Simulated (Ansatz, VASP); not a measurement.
## Pb: VASP beside Ansatz

The input INCAR:

```
PREC = Accurate ; ENCUT = 520
EDIFF = 1E-6 ; ISMEAR = 0
SIGMA = 0.1 ; LREAL = F
LASPH = T ; NELM = 60
ALGO = Normal ; ISIF = 2
LWAVE = F ; LCHARG = F
GGA = PE ; NBANDS = 13
```

The input KPOINTS:

```
regular mesh
0
Gamma
  11 11 11
```

The input POSCAR:

```
Pb
1.0
    0.0000000000      2.5175937382      2.5175937382
    2.5175937382      0.0000000000      2.5175937382
    2.5175937382      2.5175937382      0.0000000000
Pb
1
Direct
    0.0000000000      0.0000000000      0.0000000000
```

Input for Ansatz:

```yaml
crystal:
  lattice:
    - [0.0, 2.5175937382, 2.5175937382]
    - [2.5175937382, 0.0, 2.5175937382]
    - [2.5175937382, 2.5175937382, 0.0]
  atoms:
    - { symbol: Pb, position: [0.0, 0.0, 0.0] }
hamiltonian:
  xc: pbe
  pseudopotentials:
    kind: paw
    azcp:
      Pb: "pseudopotentials/Pb.paw.azcp"
basis:
  ecutwfc: 420
  fft_grid_basis: typed
kpoints:
  mp_grid: { grid: [11, 11, 11], shift: [0, 0, 0] }
magnetization:
  spin_polarized: false
scf:
  occupations: { method: gaussian, width: 0.1 }
  lower_state_search: "off"
output:
  stress: true
```

Alike in both runs: task single point; functional PBE; k mesh 11 × 11 × 11; occupations gaussian, width 0.1 eV; no spin polarisation.

```csv
,VASP,Ansatz
version,VASP 6.6.1,Ansatz 0.2.0
potentials or method,"VASP PAW PBE potentials, release 64 (Pb_d)","plane waves (420 eV) with PAW, scalar-relativistic"
plane-wave cutoff (eV),520,420
valence electrons in the cell,14,14
```

Ansatz gave:

| Quantity | Value |
| --- | --- |
| pressure (GPa) | -0.1 |

**Question.** What did VASP give for the same quantities?

**Answer.** Pressure (GPa): -0.2.

The runs have no spin-orbit coupling, so splittings on Pb are missing.
